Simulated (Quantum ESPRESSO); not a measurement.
Crystal: Bi.

```xyz
2
Lattice="2.2675 1.3091 3.9380 -2.2675 1.3091 3.9380 0.0000 -2.6183 3.9380" Properties=species:S:1:pos:R:3 pbc="T T T"
Bi    0.0000    0.0000    9.0495
Bi    0.0000    0.0000    2.7645
```

Base run:

* Program: Quantum ESPRESSO 7.5
* Functional: PBEsol
* Potentials or basis: PseudoDojo 0.4.1 SR PBEsol standard
* Cutoff: 898 eV
* Density cutoff: 3592 eV
* k mesh: 7 × 7 × 7
* Occupations: fermi-dirac, width 0.05 eV
* Spin: no spin polarisation

Its results: pressure -0.3 GPa; largest force 0.149 eV/Å.

The run is repeated on the same cell with these changes: potentials or basis from PseudoDojo 0.4.1 SR PBEsol standard to PseudoDojo 0.4 FR PBEsol standard; spin from no spin polarisation to spin-orbit coupling, no magnetisation. What comes out?

Pressure 0.8 GPa; largest force 0.114 eV/Å.

Not every run made on this cell is shown here.
